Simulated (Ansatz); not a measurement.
**Molecular dynamics of Ga16H**

Input file:

```yaml
crystal:
  lattice:
    - [-5.8, 0.0, 0.0]
    - [0.0, -8.13, 0.0]
    - [0.0, 0.0, 6.34]
  atoms:
    - { symbol: Ga, position: [0.52079651, 0.88884659, 0.15751926] }
    - { symbol: Ga, position: [0.45773179, 0.18560806, 0.33107804] }
    - { symbol: Ga, position: [0.54445418, 0.86631948, 0.61803527] }
    - { symbol: Ga, position: [0.45861788, 0.12303073, 0.82255113] }
    - { symbol: Ga, position: [0.15438923, 0.37995356, 0.21494811] }
    - { symbol: Ga, position: [0.20436812, 0.66917816, 0.36033245] }
    - { symbol: Ga, position: [0.2299598, 0.39228355, 0.65151049] }
    - { symbol: Ga, position: [0.37687197, 0.6343116, 0.86419314] }
    - { symbol: Ga, position: [0.00926975, 0.8516986, 0.0607903] }
    - { symbol: Ga, position: [-0.04449713, 0.11912103, 0.37461303] }
    - { symbol: Ga, position: [0.01901169, 0.90168351, 0.63208654] }
    - { symbol: Ga, position: [-0.04884947, 0.12716976, 0.89115313] }
    - { symbol: Ga, position: [0.7251614, 0.40932016, 0.07060164] }
    - { symbol: Ga, position: [0.75189377, 0.61009566, 0.40244551] }
    - { symbol: Ga, position: [0.72651816, 0.334382, 0.67498233] }
    - { symbol: Ga, position: [0.84456273, 0.63425891, 0.8373484] }
    - { symbol: H, position: [0.40539362, 0.48128405, 0.03360651] }
basis:
  ecutwfc: 420.0
kpoints:
  mp_grid: { grid: [3, 2, 3] }
hamiltonian:
  xc: pbe
  dispersion: d3bj
scf:
  occupations: { method: fermi_dirac, width: 0.1 }
  lower_state_search: "off"
  max_iter: 72
md:
  timestep: 7.5
  n_steps: 180
  ensemble: nvt_langevin
  temperature: 1260.0
  initial_velocities: maxwell_boltzmann
  seed: 842177
  friction: 0.02
```

Command:

```bash
$ ansatz run input.yaml --threads 4 --pin off --max-ram 10240MiB --backend cpu --events-out ev --progress --plain --runs-dir out
```

It goes on from the last frame of an earlier run, with new velocities.

Output, in part (warnings, step lines):

```
WARN: dispersion: an atom stands within reach of a switch of its C6 between two reference coordination numbers of its element: through that C6 alone, e_disp changes by 0.025 eV or more while the distances to its neighbours run over a stretch of 0.05 Å that contains this geometry (sites counted from …
md step     0: t =     0.00 fs  T =  1185.9 K  F+E_penalty+E_count = -60546.65072225 eV  E_kin = 2.605882 eV  (9 SCF iters)
md step    82: t =   615.00 fs  T = 327555078.8 K  F+E_penalty+E_count = -59455.40178788 eV  E_kin = 719776.075212 eV  (12 SCF iters)
md step    83: t =   622.50 fs  T = 276064727.8 K  F+E_penalty+E_count = -59870.70273349 eV  E_kin = 606630.149224 eV  (12 SCF iters)
md step    84: t =   630.00 fs  T = 213638554.7 K  F+E_penalty+E_count = -60336.84293950 eV  E_kin = 469453.629085 eV  (12 SCF iters)
md step    85: t =   637.50 fs  T = 158766734.2 K  F+E_penalty+E_count = -59745.32983578 eV  E_kin = 348877.194250 eV  (12 SCF iters)
md step    86: t =   645.00 fs  T = 126039492.8 K  F+E_penalty+E_count = -60226.61343546 eV  E_kin = 276961.699881 eV  (13 SCF iters)
md step    87: t =   652.50 fs  T = 96412262.9 K  F+E_penalty+E_count = -59814.91290241 eV  E_kin = 211858.232947 eV  (13 SCF iters)
[... lines left out ...]
```

The steps, from the saved trajectory:

```json
{"time (fs)": "0", "T (K)": "1186", "potential energy less start (eV)": "0.000"}
{"time (fs)": "15", "T (K)": "1170", "potential energy less start (eV)": "0.491"}
{"time (fs)": "30", "T (K)": "1434", "potential energy less start (eV)": "0.358"}
{"time (fs)": "45", "T (K)": "1007", "potential energy less start (eV)": "-0.092"}
{"time (fs)": "60", "T (K)": "1184", "potential energy less start (eV)": "-0.209"}
{"time (fs)": "75", "T (K)": "1517", "potential energy less start (eV)": "0.006"}
{"time (fs)": "90", "T (K)": "1242", "potential energy less start (eV)": "0.780"}
{"time (fs)": "105", "T (K)": "1481", "potential energy less start (eV)": "1.197"}
{"time (fs)": "120", "T (K)": "1424", "potential energy less start (eV)": "1.402"}
{"time (fs)": "135", "T (K)": "1341", "potential energy less start (eV)": "0.966"}
{"time (fs)": "150", "T (K)": "3492", "potential energy less start (eV)": "2.207"}
{"time (fs)": "165", "T (K)": "1107106", "potential energy less start (eV)": "15.902"}
{"time (fs)": "180", "T (K)": "1237529", "potential energy less start (eV)": "30.332"}
{"time (fs)": "195", "T (K)": "562094", "potential energy less start (eV)": "8.470"}
{"time (fs)": "210", "T (K)": "524185", "potential energy less start (eV)": "14.210"}
{"time (fs)": "225", "T (K)": "257872", "potential energy less start (eV)": "14.496"}
{"time (fs)": "240", "T (K)": "2242229", "potential energy less start (eV)": "18.219"}
{"time (fs)": "255", "T (K)": "918336", "potential energy less start (eV)": "46.483"}
{"time (fs)": "270", "T (K)": "1760340", "potential energy less start (eV)": "32.639"}
{"time (fs)": "285", "T (K)": "1018670", "potential energy less start (eV)": "15.544"}
{"time (fs)": "300", "T (K)": "839218", "potential energy less start (eV)": "17.681"}
{"time (fs)": "315", "T (K)": "385624", "potential energy less start (eV)": "21.216"}
{"time (fs)": "330", "T (K)": "1628943", "potential energy less start (eV)": "49.821"}
{"time (fs)": "345", "T (K)": "2712040", "potential energy less start (eV)": "49.328"}
{"time (fs)": "360", "T (K)": "1331548", "potential energy less start (eV)": "45.417"}
{"time (fs)": "375", "T (K)": "698607", "potential energy less start (eV)": "21.041"}
{"time (fs)": "390", "T (K)": "590096", "potential energy less start (eV)": "44.731"}
{"time (fs)": "405", "T (K)": "667257", "potential energy less start (eV)": "20.514"}
{"time (fs)": "420", "T (K)": "399471", "potential energy less start (eV)": "10.181"}
{"time (fs)": "435", "T (K)": "244810", "potential energy less start (eV)": "12.972"}
{"time (fs)": "450", "T (K)": "180820", "potential energy less start (eV)": "17.088"}
{"time (fs)": "465", "T (K)": "162408", "potential energy less start (eV)": "8.293"}
{"time (fs)": "480", "T (K)": "45355", "potential energy less start (eV)": "8.913"}
{"time (fs)": "495", "T (K)": "5473878", "potential energy less start (eV)": "78.069"}
{"time (fs)": "510", "T (K)": "11757231", "potential energy less start (eV)": "69.272"}
{"time (fs)": "525", "T (K)": "6516725", "potential energy less start (eV)": "43.248"}
{"time (fs)": "540", "T (K)": "3143251", "potential energy less start (eV)": "17.525"}
{"time (fs)": "555", "T (K)": "1040508", "potential energy less start (eV)": "118.228"}
{"time (fs)": "570", "T (K)": "638654", "potential energy less start (eV)": "177.446"}
{"time (fs)": "585", "T (K)": "87482779", "potential energy less start (eV)": "112.942"}
{"time (fs)": "600", "T (K)": "176862876", "potential energy less start (eV)": "2503.724"}
{"time (fs)": "615", "T (K)": "327555079", "potential energy less start (eV)": "1091.249"}
{"time (fs)": "630", "T (K)": "213638555", "potential energy less start (eV)": "209.808"}
{"time (fs)": "645", "T (K)": "126039493", "potential energy less start (eV)": "320.037"}
```

The run was cut off at its time limit. The temperature shot up to 4.2e+08 K, far beyond the bath's, so the integration failed: the time step of 7.5 fs is too long for the fastest motions that this run met, and the later frames carry no physical meaning.

Mean squared displacements from the first frame to the last, about the centre of mass: Ga 29518.70 Å², H 6665112.04 Å².

Last frame:

```xyz
17
Lattice="-5.8000 0.0000 0.0000 0.0000 -8.1300 0.0000 0.0000 0.0000 6.3400" Properties=species:S:1:pos:R:3
Ga -85.685 -91.485 -42.393
Ga -2.338 -12.803 2.002
Ga -97.269 -386.819 38.209
Ga 1.462 -7.511 13.004
Ga 84.990 -201.697 -104.513
Ga 42.275 -8.860 11.815
Ga -1.546 6.555 7.631
Ga 3.058 -11.996 -4.695
Ga -4.350 78.284 59.091
Ga -7.997 -2.559 -2.313
Ga -1.400 1.153 -13.406
Ga -3.420 3.847 2.601
Ga -56.761 169.151 150.917
Ga 95.212 394.295 -63.196
Ga 19.119 -0.886 -20.822
Ga -16.592 -9.402 -11.181
H -339.810 1047.794 2334.102
```

Time of the run: 52 min on 4 threads of AMD EPYC 7R43 64-Core Processor (Zen 3) (shared host), peak memory 1.5 GiB.
